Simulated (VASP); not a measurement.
The system is MoSe2.

```xyz
6
Lattice="3.2880 0.0000 0.0000 -1.6440 2.8475 0.0000 0.0000 0.0000 12.9000" Properties=species:S:1:pos:R:3 pbc="T T T"
Mo    0.0000    1.8983    3.2250
Mo    1.6440    0.9492    9.6750
Se    0.0000    1.8983    8.0625
Se    1.6440    0.9492    1.6125
Se    0.0000    1.8983   11.2875
Se    1.6440    0.9492    4.8375
```

* Program: VASP 6.6.1
* Task: relaxation of cell and atoms
* Functional: PBE
* Dispersion: D3(BJ)
* Potentials or basis: VASP PAW PBE potentials, release 64 (Mo_sv, Se)
* Cutoff: 600 eV
* k mesh: 9 × 9 × 2
* Occupations: gaussian, width 0.03 eV
* Spin: no spin polarisation

At the start: pressure 4.5 GPa; volume 20.13 Å³/atom.

How do energy, volume and symmetry change on relaxing?

Over 14 steps the energy falls by 24.1 meV/atom and the volume is 19.74 Å³/atom (-1.9 %); space group P6_3/mmc (No. 194, to 0.05 Å).

The path:
```csv
step,energy change (eV),largest force (eV/Å),pressure (GPa),volume (Å³)
1,0.0000,1.1441,4.52,120.78
2,0.2308,1.2853,-9.26,130.92
3,-0.1073,0.1481,-1.23,124.27
4,-0.1075,0.1809,-1.04,124.14
5,-0.1225,0.1168,-0.28,122.48
6,-0.1232,0.0997,-0.06,122.02
7,-0.1275,0.0908,-0.06,121.61
8,-0.1379,0.0632,-0.04,120.35
9,-0.1435,0.0013,0.20,117.83
10,-0.1443,0.0241,0.12,118.56
11,-0.1444,0.0212,0.12,118.46
12,-0.1443,0.0191,0.13,118.39
13,-0.1425,0.1161,-0.76,118.94
14,-0.1444,0.0004,0.01,118.46
```

Final structure:
```xyz
6
Lattice="3.2787 0.0000 0.0000 -1.6393 2.8394 0.0000 0.0000 0.0000 12.7250" Properties=species:S:1:pos:R:3 pbc="T T T"
Mo    0.0000    1.8929    3.1813
Mo    1.6393    0.9465    9.5438
Se    0.0000    1.8929    7.8683
Se    1.6393    0.9465    1.5058
Se    0.0000    1.8929   11.2192
Se    1.6393    0.9465    4.8567
```
